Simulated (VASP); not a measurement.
# TiPt3 (Pm-3m) in VASP: a series of runs

The runs below take TiPt3 through single point, with PBEsol.

All numbers are computed with VASP 6.6.1; they aren't measurements. Logs are shortened: lines on timing, memory, paths and dates and some standing lists are left out, and cuts for length are marked.

## Step 1: The crystal as given

It takes space group Pm-3m (No. 221, cubic). Conventional cell: a = 3.897 Å, b = 3.897 Å, c = 3.897 Å, α = 90.00°, β = 90.00°, γ = 90.00°. Ti (site symmetry m-3m) has 12 Pt at 2.76 Å as nearest neighbours. Pt (site symmetry 4/mmm) is surrounded by 4 Ti at 2.76 Å and 8 Pt at 2.76 Å.

## Step 2: Single point, PBEsol

The input, INCAR:

```
SYSTEM = TiPt3
PREC     = Accurate       ! precision mode
ENCUT    = 520            ! plane-wave cutoff, eV
EDIFF    = 1E-7           ! SCF threshold, eV
ISMEAR   = -1             ! smearing method
SIGMA    = 0.1            ! smearing width, eV
LREAL    = .FALSE.        ! projectors in reciprocal space
LASPH    = .TRUE.         ! aspherical terms in the spheres
NELM     = 100            ! most SCF steps
ALGO     = Fast           ! electronic algorithm
ISIF     = 2              ! what is computed and relaxed
LWAVE    = .FALSE.        ! write WAVECAR
LCHARG   = .TRUE.         ! write CHGCAR
GGA      = PS             ! functional
LELF     = .TRUE.         ! ELF
LVHAR    = .TRUE.       
NBANDS   = 29             ! bands
```

The input, KPOINTS:

```
regular mesh
0
G
  4 4 4
  0 0 0
```

The input, POSCAR:

```
TiPt3
1.0
    3.8970000000      0.0000000000      0.0000000000
    0.0000000000      3.8970000000      0.0000000000
    0.0000000000      0.0000000000      3.8970000000
Ti Pt
1 3
Direct
    0.0000000000      0.0000000000      0.0000000000
    0.0000000000      0.5000000000      0.5000000000
    0.5000000000      0.0000000000      0.5000000000
    0.5000000000      0.5000000000      0.0000000000
```

Potentials or basis: VASP PAW PBE potentials, release 64 (Ti_sv, Pt).

Run with:

```
cat potpaw_PBE.64/Ti_sv/POTCAR potpaw_PBE.64/Pt/POTCAR > POTCAR
mpirun -np 1 vasp_std > vasp.out
```

OUTCAR:

```text
SYSTEM = TiPt3
   PREC = Accurate
   ENCUT = 520
   EDIFF = 1E-7
   ISMEAR = -1
   LREAL = .FALSE.
   LASPH = .TRUE.
   NELM = 100
   ISIF = 2
   GGA = PS

 ion  position               nearest neighbor table
   1  0.000  0.000  0.000-   2 2.76   3 2.76   4 2.76   2 2.76   3 2.76   2 2.76   4 2.76   2 2.76
                             3 2.76   4 2.76   3 2.76   4 2.76
   2  0.000  0.500  0.500-   1 2.76   3 2.76   4 2.76   1 2.76   4 2.76   1 2.76   3 2.76   1 2.76
                             3 2.76   4 2.76   4 2.76   3 2.76
   3  0.500  0.000  0.500-   1 2.76   2 2.76   4 2.76   1 2.76   4 2.76   2 2.76   4 2.76   4 2.76
                             1 2.76   2 2.76   1 2.76   2 2.76
   4  0.500  0.500  0.000-   1 2.76   2 2.76   3 2.76   2 2.76   3 2.76   1 2.76   3 2.76   3 2.76
                             1 2.76   2 2.76   2 2.76   1 2.76

  LATTYP: Found a simple cubic cell.
 ALAT       =     3.8970000000

  Lattice vectors:

 A1 = (   3.8970000000,   0.0000000000,   0.0000000000)
 A2 = (   0.0000000000,   3.8970000000,   0.0000000000)
 A3 = (   0.0000000000,   0.0000000000,   3.8970000000)

Analysis of symmetry for initial positions (statically):
=====================================================================
 Subroutine PRICEL returns:
 Original cell was already a primitive cell.

 Routine SETGRP: Setting up the symmetry group for a
 simple cubic supercell.

 Subroutine GETGRP returns: Found 48 space group operations
 (whereof 48 operations were pure point group operations)
 out of a pool of 48 trial point group operations.

The static configuration has the point symmetry O_h .

Analysis of symmetry for dynamics (positions and initial velocities):
=====================================================================
 Subroutine PRICEL returns:
 Original cell was already a primitive cell.

 Routine SETGRP: Setting up the symmetry group for a
 simple cubic supercell.

 Subroutine GETGRP returns: Found 48 space group operations
 (whereof 48 operations were pure point group operations)
 out of a pool of 48 trial point group operations.

The dynamic configuration has the point symmetry O_h .

 Subroutine INISYM returns: Found 48 space group operations
 (whereof 48 operations are pure point group operations),
 and found     1 'primitive' translations

----------------------------------------------------------------------------------------

[... 81 lines left out ...]
   EDIFF  = 0.1E-06   stopping-criterion for ELM
   LREAL  =      F    real-space projection
   EDIFFG = 0.1E-05   stopping-criterion for IOM
   NSW    =      0    number of steps for IOM
   IBRION =     -1    ionic relax: 0-MD 1-quasi-New 2-CG
   NFREE  =      0    steps in history (QN), initial steepest desc. (CG)
   ISIF   =      2    stress and relaxation
   ISYM   =      2    0-nonsym 1-usesym 2-fastsym
   POTIM  = 0.5000    time-step for ionic-motion
   TEBEG  =    0.0;   TEEND  =   0.0 temperature during run
   PSTRESS=    0.0 pullay stress
   NELECT =      42.0000    total number of electrons
   NUPDOWN=      -1.0000    fix difference up-down
   EMIN   =  10.00;   EMAX   =-10.00  energy-range for DOS
   EFERMI =   0.00;   METHOD = LEGACY
   ISMEAR =    -1;   SIGMA  =   0.10  broadening in eV -4-tet -1-fermi 0-gaus
   EFERMI_NEDOS =   21; number of points for ismear=-14 and -15
   IALGO  =     68    algorithm
   IMIX   =      4    mixing-type and parameters
     AMIX     =   0.40;   BMIX     =  1.00
     AMIX_MAG =   1.60;   BMIX_MAG =  1.00
  volume/ion in A,a.u.               =      14.80        99.85
  Fermi-wavevector in a.u.,A,eV,Ry     =   1.460251  2.759474 29.012153  2.132333
  Thomas-Fermi vector in A             =   2.576723
   LORBIT       =      0    0 simple, 1 ext, 2 COOP (PROOUT), +10 PAW based schemes
   GGA     = PS    functional components
   LHFCALC =     F    Hartree Fock is set to
   AEXX    =    0.0000 exact exchange contribution
   IVDW    =     0    specifies the selected vdW correction
   LEPSILON=     F    determine dielectric tensor
   LRPA    =     F    only Hartree local field effects (RPA)
 non-spin polarized calculation
 RMM-DIIS sequential band-by-band and
  energy-cutoff  :      520.00
  volume of cell :       59.18
 maximum number of plane-waves:      1628
 NGX is ok and might be reduce to    30
   NGX = 15   NGY = 15   NGZ = 15

 number of electron      41.9999997 magnetization

 Free energy of the ion-electron system (eV)
  ---------------------------------------------------
  ext. energy  EPLUGINS =         0.00000000
  ---------------------------------------------------
  free energy    TOTEN  =       -32.80113848 eV

  energy without entropy =      -32.73282668  energy(sigma->0) =      -32.76698258

 E-fermi :  11.6673     XC(G=0): -13.4248

 val. band max:       11.5167831599   @ k =   0.5000   0.0000   0.0000
 cond. band min:      11.7200996799   @ k =   0.0000   0.0000   0.0000
 fundamental gap:      0.2033165201
 Fermi energy:        11.6673007891

 k-point     1 :       0.0000    0.0000    0.0000
  band No.  band energies     occupation
      1     -46.2000      2.00000
      2     -22.5222      2.00000
      3     -22.5222      2.00000
      4     -22.5222      2.00000
      5       1.4133      2.00000
      6       4.2390      2.00000
[... 309 lines left out ...]
     28      13.2778      0.00000
     29      17.3264      0.00000

------------------------ aborting loop because EDIFF is reached ----------------------------------------

  FORCE on cell =-STRESS in cart. coord.  units (eV):
  Direction    XX          YY          ZZ          XY          YZ          ZX
  --------------------------------------------------------------------------------------
  -------------------------------------------------------------------------------------
  Total       -0.0020024     -0.0020024     -0.0020024      0.0000000      0.0000000     -0.0000000
  in kB       -0.0542095     -0.0542095     -0.0542095      0.0000000      0.0000000     -0.0000000
  external PRESSURE =      -0.0542095 kB  Pullay stress =       0.0000000 kB

 VOLUME and BASIS-vectors are now :
 -----------------------------------------------------------------------------
  energy-cutoff  :      520.00
  volume of cell :       59.18
      direct lattice vectors                 reciprocal lattice vectors
     3.897000000  0.000000000  0.000000000     0.256607647  0.000000000  0.000000000
     0.000000000  3.897000000  0.000000000     0.000000000  0.256607647  0.000000000
     0.000000000  0.000000000  3.897000000     0.000000000  0.000000000  0.256607647

 POSITION                                       TOTAL-FORCE (eV/Angst)
 -----------------------------------------------------------------------------------
      0.00000      0.00000      0.00000         0.000000      0.000000      0.000000
      0.00000      1.94850      1.94850         0.000000      0.000000      0.000000
      1.94850      0.00000      1.94850         0.000000      0.000000      0.000000
      1.94850      1.94850      0.00000         0.000000      0.000000      0.000000
 -----------------------------------------------------------------------------------
    total drift:                                0.000000      0.000000     -0.000000

  FREE ENERGIE OF THE ION-ELECTRON SYSTEM (eV)
  ---------------------------------------------------
  free  energy   TOTEN  =       -32.8011384790 eV

  energy  without entropy=      -32.7328266783  energy(sigma->0) =      -32.76698258
```

stdout:

```text
POSCAR found type information on POSCAR TiPt
 POSCAR found :  2 types and       4 ions
 scaLAPACK will be used
[... 40 lines left out ...]
 num prob  num prob  num prob  num prob  num prob  num prob  num prob  num prob  num prob RMM:  41    -0.328011379496E+02   -0.38563E-06   -0.59948E-06   456   0.412E-03    0.644E-04
 num prob  num prob  num prob  num prob  num prob  num prob  num prob RMM:  42    -0.328011382019E+02   -0.25232E-06   -0.45451E-06   458   0.403E-03    0.686E-04
 num prob  num prob  num prob  num prob  num prob  num prob  num prob  num prob  num prob RMM:  43    -0.328011385659E+02   -0.36396E-06   -0.53804E-06   468   0.403E-03    0.808E-04
 num prob  num prob  num prob RMM:  44    -0.328011385696E+02   -0.36939E-08   -0.19999E-06   449   0.378E-03    0.799E-04
 num prob  num prob  num prob RMM:  45    -0.328011384790E+02    0.90620E-07   -0.73322E-07   492   0.386E-03
```

It took 36 s on 1 thread of Intel Xeon 6975P-C (Granite Rapids), shared host; peak memory 0.16 GiB.

What came out:

```
Free energy            : -32.8011 eV
Pressure               : 0.0 GPa
Band gap on the k mesh : none (metal or under the smearing width)
```

Levels at points of the mesh, in eV from the Fermi level:
```csv
k point,band 18,band 19,band 20,band 21,band 22,band 23,band 24,band 25
"(0.00, 0.00, 0.00)",0.05,0.05,0.05,1.46,1.46,1.57,1.57,1.57
"(0.50, 0.00, 0.00)",-2.67,-2.60,-1.36,-0.15,-0.15,0.06,0.52,0.83
"(0.50, 0.50, 0.00)",-3.11,-2.44,-2.28,-2.26,0.27,0.27,0.43,1.51
"(0.50, 0.50, 0.50)",-0.69,-0.69,-0.69,-0.44,-0.44,-0.44,1.26,1.26
```

Caveat: the k mesh is coarse (spacing up to 0.40 Å⁻¹), so the values aren't converged; the PAW data sets were made with another functional, which shifts forces and pressure a little. Spin-orbit coupling is left out, which matters for the levels of Pt.

## Step 3: Single point, PBEsol

The input, INCAR:

```
SYSTEM = TiPt3
PREC = Accurate
ENCUT = 520
EDIFF = 1E-7
ISMEAR = -1
SIGMA = 0.1
LREAL = .False.
LASPH = .True.
NELM = 100
ALGO = Normal
ISIF = 2
LWAVE = .False.
LCHARG = .False.
GGA = PS
NBANDS = 29
```

The input, KPOINTS:

```
Automatic mesh
0
Gamma
  4 4 4
  0 0 0
```

POSCAR: that of step 2 with these lines changed.

```diff
@@ -8,3 +8,3 @@
 Direct
-    0.0000000000      0.0000000000      0.0000000000
+    0.0000000000      0.0000000000      0.0300000000
     0.0000000000      0.5000000000      0.5000000000
```

Potentials or basis: VASP PAW PBE potentials, release 64 (Ti_sv, Pt).

Run with:

```
cat potpaw_PBE.64/Ti_sv/POTCAR potpaw_PBE.64/Pt/POTCAR > POTCAR
mpirun -np 1 vasp_std > vasp.out
```

It took 19 s on 1 thread of Intel Xeon 6975P-C (Granite Rapids), shared host; peak memory 0.18 GiB.

It converged, with:

- Free energy: -32.7650 eV
- Pressure: 0.7 GPa
- Largest force: 0.625 eV/Å
- Band gap on the k mesh: none (metal or under the smearing width)

Forces in eV/Å, atoms in the order of the input:
```
Ti   0.000  0.000 -0.625
Pt   0.000  0.000  0.257
Pt   0.000  0.000  0.257
Pt   0.000  0.000  0.111
```

Stress tensor (GPa, compression positive):
```
0.63 0.00 0.00
0.00 0.63 0.00
0.00 0.00 0.78
```

Levels at points of the mesh, in eV from the Fermi level:
```
           k point  band 17  band 18  band 19  band 20  band 21  band 22  band 23  band 24  band 25  band 26
(0.00, 0.00, 0.00)    -0.51     0.03     0.05     0.05     1.07     1.44     1.56     1.56     1.98     2.08
(0.50, 0.00, 0.00)    -2.69    -2.68    -2.64    -1.38    -0.13    -0.09     0.05     0.53     0.83     2.08
(0.00, 0.00, 0.50)    -2.70    -2.70    -2.63    -1.39    -0.16    -0.16     0.04     0.58     0.83     2.06
(0.50, 0.50, 0.00)    -3.15    -3.15    -2.42    -2.36    -2.28     0.28     0.28     0.49     1.49     1.49
(0.00, 0.50, 0.50)    -3.17    -3.11    -2.40    -2.33    -2.28     0.30     0.33     0.44     1.49     1.50
(0.50, 0.50, 0.50)    -1.05    -0.71    -0.71    -0.69    -0.45    -0.45    -0.44     1.26     1.26     1.28
```

Caveat: the k mesh is coarse (spacing up to 0.40 Å⁻¹), so the values aren't converged; the PAW data sets were made with another functional, which shifts forces and pressure a little. The run has no spin-orbit coupling, so splittings on Pt are missing.
